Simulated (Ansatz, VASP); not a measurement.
## Cd4Se in VASP and in Ansatz

```xyz
5
Lattice="-3.2902 3.2902 3.2902 3.2902 -3.2902 3.2902 3.2902 3.2902 -3.2902" Properties=species:S:1:pos:R:3 pbc="T T T"
Cd    1.6451    1.6451   -1.6451
Cd    1.6451   -1.6451    1.6451
Cd   -1.6451    1.6451    1.6451
Cd    1.6451    1.6451    1.6451
Se    0.0000    0.0000    0.0000
```

Change from the starting cell: species swapped into the MnGa4 type (Im-3m, No. 229).

Alike in both runs: functional PBE; k mesh 4 × 4 × 4; occupations gaussian, width 0.1 eV; no spin polarisation.

Ansatz relaxed the structure, and its values are those at the end. VASP's run is a single point on that final structure, the one shown.

|  | VASP | Ansatz |
| --- | --- | --- |
| version | VASP 6.6.1 | Ansatz 0.2.0 |
| potentials or method | VASP PAW PBE potentials, release 64 (Cd, Se) | scalar-relativistic, plane waves, PAW |
| plane-wave cutoff (eV) | 520 | 420 |
| valence electrons in the cell | 54 | 96 |

```csv
,VASP,Ansatz,Ansatz less VASP
gap on the k mesh at the Fermi level (eV),none,none,-
pressure (GPa),0.4,0.2,-0.19
```

A gap of «none» marks a metal or a gap that the smearing closes. The two sets of potentials don't hold the same shells in valence.
